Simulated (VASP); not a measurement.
# TiO2 (I4_1/amd) in VASP: settings compared

Aim: see how the results for TiO2 move with the level of theory and the settings. Levels: r2SCAN+rVV10, RPBE, PBE, rev-vdW-DF2, PBEsol. Tasks: band structure.

All numbers are computed with VASP 6.6.1; they aren't measurements. Logs are shortened: lines on timing, memory, paths and dates and some standing lists are left out, and cuts for length are marked.

## 1. Starting point

It takes space group I4_1/amd (No. 141, tetragonal). The conventional cell has a = 3.784 Å, b = 3.784 Å, c = 9.529 Å, α = 90.00°, β = 90.00°, γ = 90.00°. Ti (site symmetry -4m2) has 6 O at 1.93 to 1.98 Å as nearest neighbours. O (site symmetry 2mm) has 3 Ti at 1.93 to 1.98 Å as nearest neighbours.

## 2. Band structure, r2SCAN+rVV10

Input file INCAR:

```
SYSTEM = TiO2
PREC = Accurate ; ENCUT = 520
EDIFF = 1E-7 ; ISMEAR = 0
SIGMA = 0.03 ; LREAL = .False.
LASPH = .True. ; NELM = 80
ALGO = Normal ; ISIF = 2
LWAVE = .False. ; LCHARG = .False.
LMAXMIX = 4 ; METAGGA = R2SCAN
LMIXTAU = .True. ; LUSE_VDW = .True.
IVDW_NL = 2 ; BPARAM = 11.95
CPARAM = 0.0093 ; NBANDS = 33
ICORELEVEL = 1 ; LUSENCCL = .False.
```

Input file KPOINTS:

```
regular mesh
0
Gamma
  10 10 10
  0 0 0
```

Input file POSCAR:

```
TiO2                                    
1.0
   -1.8919756196      1.8919756196      4.7644530626
    1.8919756196     -1.8919756196      4.7644530626
    1.8919756196      1.8919756196     -4.7644530626
  Ti              O             
     2     4
Direct
     1.0000000000000000    1.0000000000000000    0.0000000000000000
     0.7500000000000000    0.2500000000000000    0.5000000000000000
     0.2082651507281588    0.2082651507281588    0.0000000000000000
     0.9582651507281588    0.4582651507281588    0.5000000000000000
     0.5417348492718412    0.0417348492718412    0.5000000000000000
     0.7917348492718412    0.7917348492718412    0.0000000000000000
```

Input file KPOINTS_OPT:

```
explicit points
228
Reciprocal
 0.0000000000  0.0000000000  0.0000000000 1
-0.0263157895  0.0263157895  0.0000000000 1
-0.0526315789  0.0526315789  0.0000000000 1
-0.0789473684  0.0789473684  0.0000000000 1
-0.1052631579  0.1052631579  0.0000000000 1
-0.1315789474  0.1315789474  0.0000000000 1
[... 220 lines left out ...]
-0.0790928267  0.0790928267  0.5000000000 1
 0.5000000000  0.5000000000 -0.0790928267 1
```

Potentials or basis: VASP PAW PBE potentials, release 64 (Ti_sv, O).

The run is started by

```
$ cat potpaw_PBE.64/Ti_sv/POTCAR potpaw_PBE.64/O/POTCAR > POTCAR
$ mpirun -np 1 vasp_std > vasp.out
```

OUTCAR:

```text
SYSTEM = TiO2
   PREC = Accurate
   ENCUT = 520
   EDIFF = 1E-7
   ISMEAR = 0
   LREAL = .False.
   LASPH = .True.
   NELM = 80
   ISIF = 2
   METAGGA = R2SCAN
   IVDW_NL = 2
   BPARAM = 11.95

 ion  position               nearest neighbor table
   1  0.000  0.000  0.000-   5 1.93   4 1.93   5 1.93   4 1.93   3 1.98   6 1.98
   2  0.750  0.250  0.500-   6 1.93   3 1.93   6 1.93   3 1.93   4 1.98   5 1.98
   3  0.208  0.208  0.000-   2 1.93   2 1.93   1 1.98
   4  0.958  0.458  0.500-   1 1.93   1 1.93   2 1.98
   5  0.542  0.042  0.500-   1 1.93   1 1.93   2 1.98
   6  0.792  0.792  0.000-   2 1.93   2 1.93   1 1.98

  LATTYP: Found a body centered tetragonal cell.
 ALAT       =     3.7839512392
 C/A-ratio  =     2.5182423141

  Lattice vectors:

 A1 = (  -1.8919756196,   1.8919756196,   4.7644530626)
 A2 = (   1.8919756196,  -1.8919756196,   4.7644530626)
 A3 = (   1.8919756196,   1.8919756196,  -4.7644530626)

Analysis of symmetry for initial positions (statically):
=====================================================================
 Subroutine PRICEL returns:
 Original cell was already a primitive cell.

 Routine SETGRP: Setting up the symmetry group for a
 body centered tetragonal supercell.

 Subroutine GETGRP returns: Found 16 space group operations
 (whereof  8 operations were pure point group operations)
 out of a pool of 16 trial point group operations.

The static configuration has the point symmetry D_2d.
 The point group associated with its full space group is D_4h.

Analysis of symmetry for dynamics (positions and initial velocities):
=====================================================================
 Subroutine PRICEL returns:
 Original cell was already a primitive cell.

 Routine SETGRP: Setting up the symmetry group for a
 body centered tetragonal supercell.

 Subroutine GETGRP returns: Found 16 space group operations
 (whereof  8 operations were pure point group operations)
 out of a pool of 16 trial point group operations.

The dynamic configuration has the point symmetry D_2d.
 The point group associated with its full space group is D_4h.

 Subroutine INISYM returns: Found 16 space group operations
 (whereof  8 operations are pure point group operations),
 and found     1 'primitive' translations

----------------------------------------------------------------------------------------

                                     Primitive cell

  volume of cell :      68.2188

[... 106 lines left out ...]
   PSTRESS=    0.0 pullay stress
   NELECT =      48.0000    total number of electrons
   NUPDOWN=      -1.0000    fix difference up-down
   EMIN   =  10.00;   EMAX   =-10.00  energy-range for DOS
   EFERMI =   0.00;   METHOD = LEGACY
   ISMEAR =     0;   SIGMA  =   0.03  broadening in eV -4-tet -1-fermi 0-gaus
   EFERMI_NEDOS =   21; number of points for ismear=-14 and -15
   IALGO  =     38    algorithm
   IMIX   =      4    mixing-type and parameters
     AMIX     =   0.40;   BMIX     =  1.00
     AMIX_MAG =   1.60;   BMIX_MAG =  1.00
  volume/ion in A,a.u.               =      11.37        76.73
  Fermi-wavevector in a.u.,A,eV,Ry     =   1.456087  2.751605 28.846912  2.120188
  Thomas-Fermi vector in A             =   2.573046
   LORBIT       =      0    0 simple, 1 ext, 2 COOP (PROOUT), +10 PAW based schemes
   METAGGA = R2SCAN    functional components
   LHFCALC =     F    Hartree Fock is set to
   AEXX    =    0.0000 exact exchange contribution
   IVDW_NL    =     2    kernel type
   BPARAM     =11.9500
   IVDW    =     0    specifies the selected vdW correction
   LEPSILON=     F    determine dielectric tensor
   LRPA    =     F    only Hartree local field effects (RPA)
 non-spin polarized calculation
 Gauss-broadening in eV      SIGMA  =   0.03
  energy-cutoff  :      520.00
  volume of cell :       68.22
 maximum number of plane-waves:      1850
 NGX is ok and might be reduce to    42
   NGX = 21   NGY = 21   NGZ = 21

 number of electron      47.9999989 magnetization

 Free energy of the ion-electron system (eV)
  ---------------------------------------------------
  ext. energy  EPLUGINS =         0.00000000
  ---------------------------------------------------
  free energy    TOTEN  =       -68.56276795 eV

  energy without entropy =      -68.56276795  energy(sigma->0) =      -68.56276795

 the core state eigenenergies are
   1-  1s  -4905.1611  2s   -542.7842  2p   -450.6598
   2-  1s  -4905.1611  2s   -542.7842  2p   -450.6598
   3-  1s   -513.7470
   4-  1s   -513.7470
   5-  1s   -513.7470
   6-  1s   -513.7470

 E-fermi :   3.3585     XC(G=0): -11.5412

 val. band max:        3.0281720553   @ k =  -0.4000   0.4000   0.0000
 cond. band min:       5.5551508047   @ k =   0.0000   0.0000   0.0000
 fundamental gap:      2.5269787494
 Fermi energy:         3.3585436989

 k-point     1 :       0.0000    0.0000    0.0000
  band No.  band energies     occupation
      1     -55.5481      2.00000
      2     -55.4872      2.00000
      3     -30.9709      2.00000
      4     -30.7208      2.00000
      5     -30.7208      2.00000
      6     -30.6493      2.00000
[... 853 lines left out ...]
     32       9.9420      0.00000
     33      10.8662      0.00000

 [... further k-points ...]

------------------------ aborting loop because EDIFF is reached ----------------------------------------

  FORCE on cell =-STRESS in cart. coord.  units (eV):
  Direction    XX          YY          ZZ          XY          YZ          ZX
  --------------------------------------------------------------------------------------
  -------------------------------------------------------------------------------------
  Total        0.0575422      0.0575422      0.0742617      0.0000000      0.0000000      0.0000000
  in kB        1.3514283      1.3514283      1.7440992      0.0000000      0.0000000      0.0000000
  external PRESSURE =       1.4823186 kB  Pullay stress =       0.0000000 kB

 VOLUME and BASIS-vectors are now :
 -----------------------------------------------------------------------------
  energy-cutoff  :      520.00
  volume of cell :       68.22
      direct lattice vectors                 reciprocal lattice vectors
    -1.891975620  1.891975620  4.764453063     0.000000000  0.264274019  0.104943840
     1.891975620 -1.891975620  4.764453063     0.264274019  0.000000000  0.104943840
     1.891975620  1.891975620 -4.764453063     0.264274019  0.264274019  0.000000000

 POSITION                                       TOTAL-FORCE (eV/Angst)
 -----------------------------------------------------------------------------------
      0.00000      0.00000      0.00000        -0.000000      0.000000      0.000000
      0.00000      1.89198      2.38223         0.000000     -0.000000      0.000000
      0.00000      0.00000      1.98454        -0.000000      0.000000     -0.000030
      0.00000      1.89198      4.36677         0.000000     -0.000000     -0.000030
      0.00000      1.89198      0.39769         0.000000     -0.000000      0.000030
      0.00000      0.00000      7.54437        -0.000000      0.000000      0.000030
 -----------------------------------------------------------------------------------
    total drift:                                0.000000     -0.000000     -0.000000

  FREE ENERGIE OF THE ION-ELECTRON SYSTEM (eV)
  ---------------------------------------------------
  free  energy   TOTEN  =       -68.5627679462 eV

  energy  without entropy=      -68.5627679462  energy(sigma->0) =      -68.56276795
```

OSZICAR:

```text
N       E                     dE             d eps       ncg     rms          rms(c)
DAV:   1     0.656064168150E+03    0.65606E+03   -0.24534E+04  6732   0.172E+03
DAV:   2     0.211517871497E+01   -0.65395E+03   -0.61045E+03  7347   0.521E+02
[... 38 lines left out ...]
       N       E                     dE             ncg
DAV:   1     0.121236615851E+06   -0.40942E+05     1584
DAV:   2     0.106844084591E+06   -0.14393E+05     1739
DAV:   3     0.104821125230E+06   -0.20230E+04     2285
DAV:   4     0.104697123867E+06   -0.12400E+03     2262
DAV:   5     0.104691714655E+06   -0.54092E+01     2061
DAV:   6     0.104691622704E+06   -0.91951E-01     2110
DAV:   7     0.104691620438E+06   -0.22659E-02     2214
DAV:   8     0.104691620414E+06   -0.23840E-04     2075
DAV:   9     0.104691620414E+06   -0.26924E-06     1462
DAV:  10     0.104691620414E+06   -0.16676E-07     1291
```

stdout:

```text
Offloading initialized ...    1 GPUs detected
 POSCAR found type information on POSCAR TiO
 POSCAR found :  2 types and       6 ions
 scaLAPACK will be used selectively (only on CPU)
 -----------------------------------------------------------------------------
|                                                                             |
|                                                                             |
[... 37 lines left out ...]
Total rVV10 correction in eV:      1.2922682    48.0108851
Total rVV10 correction in eV:      1.2922642    48.0108851
Total rVV10 correction in eV:      1.2922711    48.0108851
Total rVV10 correction in eV:      1.2922665    48.0108851
 Start KPOINTS_OPT (optional k-point list driver)
k-point batch [1-102\228]
k-point batch [103-204\228]
k-point batch [205-228\228]
```

Run time: 62 min. Hardware: 1 × NVIDIA H100 80GB with 1 thread of AMD EPYC 7R13 (Zen 3), shared host; peak memory 1.6 GiB.

Results:

```
Free energy             : -68.5628 eV
Pressure                : 0.1 GPa
Band gap on the k mesh  : 2.53 eV, indirect (least direct gap 2.88 eV)
Band gap along the path : 2.51 eV, indirect (least direct gap 2.88 eV)
```

Levels at the corners of the path, in eV from the valence-band top:
```
point  band 21  band 22  band 23  band 24  band 25  band 26  band 27  band 28
    Γ    -0.81    -0.81    -0.50    -0.50     2.51     3.25     4.39     4.39
    X    -2.13    -2.13    -0.05    -0.05     3.74     3.74     4.20     4.20
    X    -2.13    -2.13    -0.05    -0.05     3.74     3.74     4.20     4.20
    Y    -1.97    -1.97    -0.09    -0.09     3.71     3.71     4.15     4.15
    Y    -1.97    -1.97    -0.09    -0.09     3.71     3.71     4.15     4.15
    S    -1.26    -0.99    -0.95    -0.88     3.61     3.89     3.95     4.01
    S    -1.26    -0.99    -0.95    -0.88     3.61     3.89     3.95     4.01
    Γ    -0.81    -0.81    -0.50    -0.50     2.51     3.25     4.39     4.39
    Γ    -0.81    -0.81    -0.50    -0.50     2.51     3.25     4.39     4.39
    Z    -1.33    -1.33    -0.15    -0.15     2.87     2.87     4.19     4.19
    Z    -1.33    -1.33    -0.15    -0.15     2.87     2.87     4.19     4.19
   S1    -1.26    -0.99    -0.95    -0.88     3.61     3.89     3.95     4.01
   S1    -1.26    -0.99    -0.95    -0.88     3.61     3.89     3.95     4.01
    N    -1.99    -1.00    -0.90    -0.69     3.64     3.94     3.95     4.06
    N    -1.99    -1.00    -0.90    -0.69     3.64     3.94     3.95     4.06
    P    -1.66    -1.66    -0.24    -0.24     3.97     3.97     3.99     3.99
    P    -1.66    -1.66    -0.24    -0.24     3.97     3.97     3.99     3.99
   Y1    -1.97    -1.97    -0.09    -0.09     3.71     3.71     4.15     4.15
   Y1    -1.97    -1.97    -0.09    -0.09     3.71     3.71     4.15     4.15
    Z    -1.33    -1.33    -0.15    -0.15     2.87     2.87     4.19     4.19
    X    -2.13    -2.13    -0.05    -0.05     3.74     3.74     4.20     4.20
    P    -1.66    -1.66    -0.24    -0.24     3.97     3.97     3.99     3.99
```

Core levels (eV, on the scale of the bands):
| atom | levels |
| --- | --- |
| 1 Ti | 1s -4905.2, 2s -542.8, 2p -450.7 |
| 2 Ti | 1s -4905.2, 2s -542.8, 2p -450.7 |
| 3 O | 1s -513.7 |
| 4 O | 1s -513.7 |
| 5 O | 1s -513.7 |
| 6 O | 1s -513.7 |

Caveat: the PAW data sets were made with another functional, which shifts forces and pressure a little.

[end of part 1 of 3]
